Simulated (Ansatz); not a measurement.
**CoSn: enthalpy against pressure**

CoSn, P6/mmm, a = 5.220 Å, c = 4.168 Å. The structure is a Materials Project entry; whether it is the stable form wasn't checked. Ansatz: PBEsol, PAW, 420 eV, Γ-centred 12×12×8 mesh on 6 atoms, Gaussian smearing 0.10 eV; no spin polarisation. Cell and atoms are relaxed at each pressure, and no other structure is tried, so the rows at high pressure may lie past a change of phase. y is the enthalpy over the state at zero pressure; there V0 = 16.393 Å³/atom. The pressures are the targets, met within 0.05 GPa.

```tsv
P (GPa)	y (eV/atom)
-2.0	-0.2060
0.0	0.0000
2.0	0.2032
5.0	?
10.0	0.9918
20.0	1.9328
40.0	3.7052
```

Task: Fit y = c1 P + c2 P² + c3 P³ to the other rows, say what c1 and c2 mean, and predict the missing value.

Result: Least squares on the rows shown. y = 0.10217 P − 0.00031481 P² + 1.9103×10⁻⁶ P³. Since dH/dP = V, c1 is V0: 0.10217 eV/GPa × 160.2 = 16.368 Å³ against 16.393; c2 = −V0/(2B0) gives B0 = 162 GPa, where a Birch–Murnaghan fit to the volumes of the same runs (not shown) gives 146 GPa: a cubic over this range folds the higher terms into c2. At P = 5.0 the fit asked for gives 0.5032 eV/atom. The run gave 0.5032 eV/atom, the same to the digits shown.

The mesh isn't the same in all rows (12×12×8, 12×12×10).